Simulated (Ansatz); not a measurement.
The system is Eu.

```xyz
1
Lattice="-2.3030 2.3030 2.3030 2.3030 -2.3030 2.3030 2.3030 2.3030 -2.3030" Properties=species:S:1:pos:R:3 pbc="T T T"
Eu    0.0000    0.0000    0.0000
```

Base run:

- Program: Ansatz 0.2.0
- Functional: PBE
- Potentials or basis: Ansatz PAW
- Cutoff: 420 eV (not typed: the program's choice for these potentials)
- k mesh: 7 × 7 × 7
- Occupations: fermi-dirac, width 0.05 eV
- Spin: collinear spin, ferromagnetic start
- Starting moments: [7.0] μB
- Fixed moment: 7 μB

Its results: pressure -1.7 GPa; site moments Eu +6.92 μB.

**Question.** After a change of settings the same cell gave: pressure -5.8 GPa; site moments Eu +9.28 μB. Which change was it?
A. fixed moment from 7 μB to 8.8 μB; moments at the start from [7.0] to [8.8]
B. fixed moment from 7 μB to 5.2 μB; moments at the start from [7.0] to [5.2]
C. fixed moment from 7 μB to 1.8 μB; moments at the start from [7.0] to [1.8]
D. fixed moment from 7 μB to 10.5 μB; moments at the start from [7.0] to [10.5]

**Answer.** D.

Caveats: the total moment is fixed, so each spin has its own Fermi level; the thresholds are loose for stress.
